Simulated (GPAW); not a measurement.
# Zn (P6_3/mmc) in GPAW: further runs

One crystal, Zn, is run at these levels: PBEsol; tasks: relaxation of cell and atoms.

Program: GPAW 26.7.0. These are calculated values, not measurements. Logs are shortened: lines on timing, memory, paths and dates and some standing lists are left out, and cuts for length are marked. The log counts tension as positive stress, the text compression.

### Step 1. The structure

It takes space group P6_3/mmc (No. 194, hexagonal). Conventional cell: a = 2.670 Å, b = 2.670 Å, c = 4.966 Å, α = 90.00°, β = 90.00°, γ = 120.00°. Zn (site symmetry -6m2) is surrounded by 12 Zn at 2.67 to 2.92 Å.

### Step 2. Relaxation of cell and atoms, PBEsol

run.py

```python
from ase import Atoms
from ase.filters import FrechetCellFilter
from ase.io import write
from ase.optimize import BFGS
from gpaw import GPAW, PW, setup_paths

setup_paths.insert(0, '.')

atoms = Atoms(['Zn', 'Zn'],
              cell=[[2.67, 0.0, 0.0],
                    [-1.335, 2.3122878281, 0.0],
                    [0.0, 0.0, 4.966]],
              scaled_positions=[[0.6666666667, 0.3333333333, 0.75],
                                [0.3333333333, 0.6666666667, 0.25]],
              pbc=True)

calc = GPAW(mode=PW(600),
            xc='PBEsol',
            kpts={'size': (8, 8, 4), 'gamma': True},
            occupations={'name': 'fermi-dirac', 'width': 0.05},
            nbands=21,
            convergence={'density': 1e-05, 'forces': 0.0001},
            maxiter=150,
            txt='gpaw.txt')
atoms.calc = calc
opt = BFGS(FrechetCellFilter(atoms), trajectory='relax.traj', logfile='-')
done = opt.run(fmax=0.02, steps=60)
calc.write('gs.gpw')
write('result.traj', atoms)
print('Converged:', done)
print('Cell:', atoms.cell.cellpar().round(4))
print('Volume:', round(atoms.get_volume(), 4))
print(atoms.get_scaled_positions().round(5))
```

Potentials or basis: PAW data sets generated in the run's folder for this functional, pw.

The run is started by

```bash
$ gpaw-setup -f PBEsol Zn
$ OMP_NUM_THREADS=1 python run.py
```

gpaw.txt:

```text
__  _  _
 | _ |_)|_||  |
 |__||  | ||/\| - 26.7.0

Input parameters:
  mode=PW(ecut=600.0),
  convergence={'density': 1e-05, 'forces': 0.0001},
  kpts=MonkhorstPack(size=(8, 8, 4), gamma=True),
  maxiter=150,
  nbands=21,
  occupations=Occupations(name='fermi-dirac', width=0.05),
  xc=XC(name='PBEsol')

Diagonalizing LCAO Hamiltonian
Converting LCAO to pw mode

          Zn

        Zn

Atoms  # Å, Bohr magnetons
|   | symbol |         x |        y |        z |    initial magnetic moments |
|---|--------|-----------|----------|----------|-----------------------------|
| 0 |     Zn |  1.335000 | 0.770763 | 3.724500 | ( 0.0000,  0.0000,  0.0000) |
| 1 |     Zn | -0.000000 | 1.541525 | 1.241500 | ( 0.0000,  0.0000,  0.0000) |

Unit cell  # Å
| periodic |         x |        y |        z |  lengths |     angles |
|----------|-----------|----------|----------|----------|------------|
|      yes |  2.670000 | 0.000000 | 0.000000 | 2.670000 |  90.000000 |
|      yes | -1.335000 | 2.312288 | 0.000000 | 2.670000 |  90.000000 |
|      yes |  0.000000 | 0.000000 | 4.966000 | 4.966000 | 120.000000 |

Number of symmetries: 12
Symmetry operations  # r_c * U_cc + t_c -> r_c
|    | kind |            matrix            |
|----|------|------------------------------|
|  0 |  σ   |  1, 1, 0,  0,-1, 0,  0, 0, 1 |
|  1 |  S6  |  1, 1, 0, -1, 0, 0,  0, 0,-1 |
|  2 |  E   |  1, 0, 0,  0, 1, 0,  0, 0, 1 |
|  3 |  C2  |  1, 0, 0, -1,-1, 0,  0, 0,-1 |
|  4 |  C2  |  0, 1, 0,  1, 0, 0,  0, 0,-1 |
|  5 |  C3  |  0, 1, 0, -1,-1, 0,  0, 0, 1 |
|  6 |  S6  |  0,-1, 0,  1, 1, 0,  0, 0,-1 |
|  7 |  σ   |  0,-1, 0, -1, 0, 0,  0, 0, 1 |
|  8 |  σ   | -1, 0, 0,  1, 1, 0,  0, 0, 1 |
[... 168 lines left out ...]
No gap
No difference between direct/indirect transitions

Stress tensor  # eV/Ang^3
|         x |         y |         z |
|-----------|-----------|-----------|
|  0.029866 | -0.000000 |  0.000000 |
| -0.000000 |  0.029866 | -0.000000 |
|  0.000000 | -0.000000 |  0.047007 |

Forces  # eV/Ang
|        x |        y |        z |
|----------|----------|----------|
|  0.00000 | -0.00000 |  0.00000 |  # Zn   0
| -0.00000 |  0.00000 | -0.00000 |  # Zn   1

Interpolating wave functions to new cell

          Zn

        Zn

Atoms  # Å, Bohr magnetons
|   | symbol |         x |        y |        z |    initial magnetic moments |
|---|--------|-----------|----------|----------|-----------------------------|
| 0 |     Zn |  1.330641 | 0.768246 | 3.705379 | ( 0.0000,  0.0000,  0.0000) |
| 1 |     Zn | -0.000000 | 1.536492 | 1.235126 | ( 0.0000,  0.0000,  0.0000) |

Unit cell  # Å
| periodic |         x |        y |        z |  lengths |     angles |
|----------|-----------|----------|----------|----------|------------|
|      yes |  2.661283 | 0.000000 | 0.000000 | 2.661283 |  90.000000 |
|      yes | -1.330641 | 2.304739 | 0.000000 | 2.661283 |  90.000000 |
|      yes |  0.000000 | 0.000000 | 4.940505 | 4.940505 | 120.000000 |

Number of symmetries: 12
Symmetry operations  # r_c * U_cc + t_c -> r_c
|    | kind |            matrix            |
|----|------|------------------------------|
|  0 |  σ   |  1, 1, 0,  0,-1, 0,  0, 0, 1 |
|  1 |  S6  |  1, 1, 0, -1, 0, 0,  0, 0,-1 |
|  2 |  E   |  1, 0, 0,  0, 1, 0,  0, 0, 1 |
|  3 |  C2  |  1, 0, 0, -1,-1, 0,  0, 0,-1 |
|  4 |  C2  |  0, 1, 0,  1, 0, 0,  0, 0,-1 |
|  5 |  C3  |  0, 1, 0, -1,-1, 0,  0, 0, 1 |
|  6 |  S6  |  0,-1, 0,  1, 1, 0,  0, 0,-1 |
|  7 |  σ   |  0,-1, 0, -1, 0, 0,  0, 0, 1 |
|  8 |  σ   | -1, 0, 0,  1, 1, 0,  0, 0, 1 |
[... 166 lines left out ...]
No gap
No difference between direct/indirect transitions

Stress tensor  # eV/Ang^3
|        x |         y |         z |
|----------|-----------|-----------|
| 0.024376 |  0.000000 |  0.000000 |
| 0.000000 |  0.024376 | -0.000000 |
| 0.000000 | -0.000000 |  0.045081 |

Forces  # eV/Ang
|       x |        y |        z |
|---------|----------|----------|
| 0.00000 | -0.00000 | -0.00004 |  # Zn   0
| 0.00000 |  0.00000 |  0.00004 |  # Zn   1

Interpolating wave functions to new cell

          Zn
[... 142 lines left out ...]
SCF iterations
|iter     | |      energy | eigst |  dens |force |
|---------|-|-------------|-------|-------|------|
|iter:   1| |   -3.463616 | +0.25 |       |      |
|iter:   2| |   -3.425010 | -2.32 | -1.53 |      |
|iter:   3| |   -3.316427 | -2.03 | -1.59 |      |
|iter:   4| |   -3.313119 | -3.62 | -2.17 |      |
|iter:   5| |   -3.313183c| -3.50 | -2.46 |      |
|iter:   6| |   -3.313238c| -5.20 | -3.36 |      |
|iter:   7| |   -3.313238c| -6.06 | -3.72 |      |
|iter:   8| |   -3.313237c| -7.64c| -4.33 |      |
|iter:   9| |   -3.313237c| -7.83c| -4.65 |      |
|iter:  10| |   -3.313237c| -8.53c| -6.11c|      |
|iter:  11| |   -3.313237c|-10.06c| -6.56c|-4.10c|

Converged in 11 steps
Energy contributions relative to reference atoms: (reference = -97645.491220)

Energy contributions:
  Kinetic:          -3.927840
  Coulomb:           7.754003
  Zero:             -0.073826
  External:          0.000000
  Xc:               -7.063547
  Entropy:          -0.004052
  Spinorbit:         0.000000
  ----------------------------
  Free energy:      -3.315263
  Extrapolated:     -3.313237
[... 26 lines left out ...]
No gap
No difference between direct/indirect transitions

Stress tensor  # eV/Ang^3
|         x |         y |        z |
|-----------|-----------|----------|
| -0.027365 | -0.000000 | 0.000000 |
| -0.000000 | -0.027365 | 0.000000 |
|  0.000000 |  0.000000 | 0.012119 |

Forces  # eV/Ang
|        x |       y |        z |
|----------|---------|----------|
| -0.00000 | 0.00000 |  0.00004 |  # Zn   0
|  0.00000 | 0.00000 | -0.00004 |  # Zn   1

Interpolating wave functions to new cell

          Zn
[... 195 lines left out ...]
No gap
No difference between direct/indirect transitions

Stress tensor  # eV/Ang^3
|         x |         y |        z |
|-----------|-----------|----------|
| -0.015612 |  0.000000 | 0.000000 |
|  0.000000 | -0.015612 | 0.000000 |
|  0.000000 |  0.000000 | 0.019461 |

Forces  # eV/Ang
|        x |       y |        z |
|----------|---------|----------|
|  0.00000 | 0.00000 |  0.00003 |  # Zn   0
| -0.00000 | 0.00000 | -0.00003 |  # Zn   1

Interpolating wave functions to new cell

          Zn
[... 194 lines left out ...]
No gap
No difference between direct/indirect transitions

Stress tensor  # eV/Ang^3
|         x |         y |        z |
|-----------|-----------|----------|
| -0.009020 |  0.000000 | 0.000000 |
|  0.000000 | -0.009020 | 0.000000 |
| -0.000000 |  0.000000 | 0.018476 |

Forces  # eV/Ang
|        x |        y |        z |
|----------|----------|----------|
|  0.00000 |  0.00000 |  0.00004 |  # Zn   0
| -0.00000 | -0.00000 | -0.00004 |  # Zn   1

Interpolating wave functions to new cell

          Zn
[... 194 lines left out ...]
No gap
No difference between direct/indirect transitions

Stress tensor  # eV/Ang^3
|         x |         y |        z |
|-----------|-----------|----------|
| -0.005197 |  0.000000 | 0.000000 |
| -0.000000 | -0.005197 | 0.000000 |
| -0.000000 |  0.000000 | 0.031040 |

Forces  # eV/Ang
|        x |        y |        z |
|----------|----------|----------|
| -0.00000 | -0.00000 |  0.00004 |  # Zn   0
|  0.00000 |  0.00000 | -0.00004 |  # Zn   1

Interpolating wave functions to new cell

          Zn
[... 196 lines left out ...]
No gap
No difference between direct/indirect transitions

Stress tensor  # eV/Ang^3
|         x |         y |         z |
|-----------|-----------|-----------|
| -0.007377 |  0.000000 |  0.000000 |
|  0.000000 | -0.007377 | -0.000000 |
| -0.000000 | -0.000000 | -0.014227 |

Forces  # eV/Ang
|        x |       y |        z |
|----------|---------|----------|
| -0.00000 | 0.00000 | -0.00005 |  # Zn   0
|  0.00000 | 0.00000 |  0.00005 |  # Zn   1

Interpolating wave functions to new cell

          Zn
[... 195 lines left out ...]
No gap
No difference between direct/indirect transitions

Stress tensor  # eV/Ang^3
|         x |         y |        z |
|-----------|-----------|----------|
| -0.001711 |  0.000000 | 0.000000 |
|  0.000000 | -0.001711 | 0.000000 |
|  0.000000 |  0.000000 | 0.005405 |

Forces  # eV/Ang
|       x |       y |        z |
|---------|---------|----------|
| 0.00000 | 0.00000 | -0.00004 |  # Zn   0
| 0.00000 | 0.00000 |  0.00004 |  # Zn   1

Interpolating wave functions to new cell

          Zn
[... 194 lines left out ...]
No gap
No difference between direct/indirect transitions

Stress tensor  # eV/Ang^3
|         x |         y |         z |
|-----------|-----------|-----------|
|  0.001491 | -0.000000 |  0.000000 |
| -0.000000 |  0.001491 |  0.000000 |
|  0.000000 |  0.000000 | -0.000334 |

Forces  # eV/Ang
|        x |       y |        z |
|----------|---------|----------|
|  0.00000 | 0.00000 | -0.00006 |  # Zn   0
| -0.00000 | 0.00000 |  0.00006 |  # Zn   1

Interpolating wave functions to new cell

          Zn
[... 194 lines left out ...]
No gap
No difference between direct/indirect transitions

Stress tensor  # eV/Ang^3
|         x |         y |         z |
|-----------|-----------|-----------|
| -0.000107 | -0.000000 |  0.000000 |
| -0.000000 | -0.000107 |  0.000000 |
| -0.000000 |  0.000000 | -0.000122 |

Forces  # eV/Ang
|        x |        y |        z |
|----------|----------|----------|
| -0.00000 |  0.00000 | -0.00006 |  # Zn   0
|  0.00000 | -0.00000 |  0.00006 |  # Zn   1

# Writing to gs.gpw (mode='')
```

Wall time 3.5 min (1 thread of Intel Xeon at 2.50GHz (Skylake/Cascade Lake), shared host); peak memory 0.25 GiB.

What came out:

```
Free energy                            : -3.3663 eV
Relaxed volume                         : 13.92 Å³/atom
Relaxed cell                           : a = 2.683 Å, b = 2.683 Å, c = 4.464 Å, α = 90.00°, β = 90.00°, γ = 120.00°
Space group after relaxing (to 0.05 Å) : P6_3/mmc (No. 194)
Energy gained by relaxing              : 53.6 meV/atom
Ionic steps                            : 10
Pressure after relaxing                : 0.0 GPa
Band gap on the k mesh                 : none (metal or under the smearing width)
```

The path:
| step | energy change (eV) | largest force (eV/Å) | pressure (GPa) | volume (Å³) |
| --- | --- | --- | --- | --- |
| 1 | 0.0000 | 0.0000 | -5.70 | 30.66 |
| 2 | -0.0125 | 0.0000 | -5.01 | 30.30 |
| 3 | -0.0547 | 0.0000 | 2.28 | 27.63 |
| 4 | -0.0590 | 0.0000 | 0.63 | 28.07 |
| 5 | -0.0630 | 0.0000 | -0.02 | 28.22 |
| 6 | -0.0753 | 0.0000 | -1.10 | 28.26 |
| 7 | -0.1048 | 0.0001 | 1.55 | 27.42 |
| 8 | -0.1068 | 0.0000 | -0.11 | 27.87 |
| 9 | -0.1072 | 0.0001 | -0.14 | 27.88 |
| 10 | -0.1072 | 0.0001 | 0.02 | 27.83 |

Final structure:
```cif
data_structure
_symmetry_space_group_name_H-M 'P 1'
_symmetry_Int_Tables_number 1
_cell_length_a 2.6832
_cell_length_b 2.6832
_cell_length_c 4.4640
_cell_angle_alpha 90.000
_cell_angle_beta 90.000
_cell_angle_gamma 120.000
_cell_volume 27.83
loop_
_atom_site_label
_atom_site_type_symbol
_atom_site_fract_x
_atom_site_fract_y
_atom_site_fract_z
_atom_site_occupancy
Zn1 Zn 0.66667 0.33333 0.75000 1
Zn2 Zn 0.33333 0.66667 0.25000 1
```

Levels at points of the mesh, in eV from the Fermi level:
```tsv
k point	band 10	band 11	band 12	band 13	band 14	band 15
(0.00, 0.00, 0.00)	-7.20	-7.20	-3.52	-1.59	16.17	16.17
(0.00, 0.00, 0.50)	-7.33	-7.33	-7.33	7.19	7.19	17.84
(0.50, 0.50, 0.00)	-7.07	-3.55	-2.81	3.63	3.66	5.33
(0.50, 0.50, 0.50)	-7.09	-2.38	-2.38	-0.08	-0.08	11.33
```

Caveat: later steps reuse the first step's grids.

### Step 3. Relaxation of cell and atoms, PBEsol, target pressure 2 GPa, at which the enthalpy is minimised

Changes to run.py since step 2:

```diff
@@ -4,2 +4,3 @@
 from ase.optimize import BFGS
+from ase.units import GPa
 from gpaw import GPAW, PW, setup_paths
@@ -25,3 +26,3 @@
 atoms.calc = calc
-opt = BFGS(FrechetCellFilter(atoms), trajectory='relax.traj', logfile='-')
+opt = BFGS(FrechetCellFilter(atoms, scalar_pressure=2 * GPa), trajectory='relax.traj', logfile='-')
 done = opt.run(fmax=0.02, steps=60)
```

Potentials or basis: PAW data sets generated in the run's folder for this functional, pw.

The run is started by

```bash
$ gpaw-setup -f PBEsol Zn
$ OMP_NUM_THREADS=1 python run.py
```

gpaw.txt:

```text
__  _  _
 | _ |_)|_||  |
 |__||  | ||/\| - 26.7.0

Input parameters:
  mode=PW(ecut=600.0),
  convergence={'density': 1e-05, 'forces': 0.0001},
  kpts=MonkhorstPack(size=(8, 8, 4), gamma=True),
  maxiter=150,
  nbands=21,
  occupations=Occupations(name='fermi-dirac', width=0.05),
  xc=XC(name='PBEsol')

Diagonalizing LCAO Hamiltonian
Converting LCAO to pw mode

          Zn

        Zn

Atoms  # Å, Bohr magnetons
|   | symbol |         x |        y |        z |    initial magnetic moments |
|---|--------|-----------|----------|----------|-----------------------------|
| 0 |     Zn |  1.335000 | 0.770763 | 3.724500 | ( 0.0000,  0.0000,  0.0000) |
| 1 |     Zn | -0.000000 | 1.541525 | 1.241500 | ( 0.0000,  0.0000,  0.0000) |
[... 403 lines left out ...]
No gap
No difference between direct/indirect transitions

Stress tensor  # eV/Ang^3
|        x |        y |        z |
|----------|----------|----------|
| 0.022267 | 0.000000 | 0.000000 |
[... 1092 lines left out ...]
Unit cell  # Å
| periodic |         x |         y |        z |  lengths |     angles |
|----------|-----------|-----------|----------|----------|------------|
|      yes |  2.667312 | -0.000000 | 0.000000 | 2.667312 |  90.000000 |
|      yes | -1.333656 |  2.309960 | 0.000000 | 2.667312 |  90.000000 |
|      yes |  0.000000 |  0.000000 | 4.494468 | 4.494468 | 120.000000 |

Number of symmetries: 12
Symmetry operations  # r_c * U_cc + t_c -> r_c
|    | kind |            matrix            |
|----|------|------------------------------|
|  0 |  σ   |  1, 1, 0,  0,-1, 0,  0, 0, 1 |
|  1 |  S6  |  1, 1, 0, -1, 0, 0,  0, 0,-1 |
|  2 |  E   |  1, 0, 0,  0, 1, 0,  0, 0, 1 |
|  3 |  C2  |  1, 0, 0, -1,-1, 0,  0, 0,-1 |
|  4 |  C2  |  0, 1, 0,  1, 0, 0,  0, 0,-1 |
|  5 |  C3  |  0, 1, 0, -1,-1, 0,  0, 0, 1 |
|  6 |  S6  |  0,-1, 0,  1, 1, 0,  0, 0,-1 |
|  7 |  σ   |  0,-1, 0, -1, 0, 0,  0, 0, 1 |
|  8 |  σ   | -1, 0, 0,  1, 1, 0,  0, 0, 1 |
[... 169 lines left out ...]
Stress tensor  # eV/Ang^3
|         x |         y |        z |
|-----------|-----------|----------|
| -0.008888 |  0.000000 | 0.000000 |
|  0.000000 | -0.008888 | 0.000000 |
| -0.000000 |  0.000000 | 0.007540 |

Forces  # eV/Ang
|        x |        y |        z |
|----------|----------|----------|
|  0.00000 | -0.00000 | -0.00006 |  # Zn   0
| -0.00000 |  0.00000 |  0.00006 |  # Zn   1

Interpolating wave functions to new cell

          Zn
[... 630 lines left out ...]
Forces  # eV/Ang
|        x |       y |        z |
|----------|---------|----------|
|  0.00000 | 0.00000 | -0.00002 |  # Zn   0
| -0.00000 | 0.00000 |  0.00002 |  # Zn   1

# Writing to gs.gpw (mode='')
```

stdout:

```text
Step          Energy          fmax
BFGS:    0       -2.878134        0.911958
BFGS:    1       -2.900462        0.855393
BFGS:    2       -2.963654        0.448698
BFGS:    3       -2.969958        0.331342
BFGS:    4       -2.974453        0.318400
BFGS:    5       -2.997317        0.435052
BFGS:    6       -3.000758        0.391704
BFGS:    7       -3.018416        0.277235
BFGS:    8       -3.020418        0.133142
BFGS:    9       -3.020817        0.110984
BFGS:   10       -3.022043        0.018726
Converged: True
Cell: [  2.6684   2.6684   4.4321  90.      90.     120.    ]
Volume: 27.3306
[[0.66667 0.33333 0.75   ]
 [0.33333 0.66667 0.25   ]]
```

Wall time 3.5 min (1 thread of Intel Xeon at 2.50GHz (Skylake/Cascade Lake), shared host); peak memory 0.25 GiB.

What came out:

- Free energy: -3.3632 eV
- Relaxed volume: 13.67 Å³/atom
- Relaxed cell: a = 2.668 Å, b = 2.668 Å, c = 4.432 Å, α = 90.00°, β = 90.00°, γ = 120.00°
- Space group after relaxing (to 0.05 Å): P6_3/mmc (No. 194)
- Energy change on relaxing (the enthalpy is what falls): -52.0 meV/atom
- Ionic steps: 11
- Pressure after relaxing: 1.9 GPa
- Band gap on the k mesh: none (metal or under the smearing width)

Stress tensor (GPa, compression positive):
```
1.78 0.00 0.00
0.00 1.78 0.00
0.00 0.00 2.14
```

The path:
```
step  energy change (eV)  largest force (eV/Å)  pressure (GPa)  volume (Å³)
   1              0.0000                0.0000           -5.70        30.66
   2             -0.0162                0.0000           -4.74        30.18
   3             -0.0402                0.0000            4.80        27.02
   4             -0.0536                0.0000            2.47        27.58
   5             -0.0592                0.0000            1.90        27.68
   6             -0.0823                0.0000            0.76        27.67
   7             -0.0905                0.0002           -0.17        27.95
   8             -0.1050                0.0001            0.55        27.69
   9             -0.1069                0.0000            0.56        27.68
  10             -0.1067                0.0000            0.73        27.64
  11             -0.1041                0.0000            1.90        27.33
```

Final structure:
```
Zn
1.0
     2.66841    0.00000    0.00000
    -1.33420    2.31091    0.00000
     0.00000    0.00000    4.43214
Zn
2
Cartesian
  1.3342 0.7703 3.3241
  0.0000 1.5406 1.1080
```

Levels at points of the mesh, in eV from the Fermi level:
| k point | band 8 | band 9 | band 10 | band 11 | band 12 | band 13 | band 14 | band 15 | band 16 | band 17 |
| --- | --- | --- | --- | --- | --- | --- | --- | --- | --- | --- |
| (0.00, 0.00, 0.00) | -7.68 | -7.68 | -7.27 | -7.27 | -3.64 | -1.57 | 16.32 | 16.32 | 18.05 | 18.17 |
| (0.00, 0.00, 0.50) | -7.93 | -7.40 | -7.40 | -7.40 | -7.40 | 7.28 | 7.28 | 18.02 | 18.02 | 18.02 |
| (0.50, 0.50, 0.00) | -7.20 | -7.19 | -7.13 | -3.66 | -2.86 | 3.65 | 3.66 | 5.43 | 6.15 | 9.01 |
| (0.50, 0.50, 0.50) | -7.27 | -7.15 | -7.15 | -2.48 | -2.48 | -0.08 | -0.08 | 11.41 | 11.41 | 12.51 |

Caveat: later steps reuse the first step's grids.
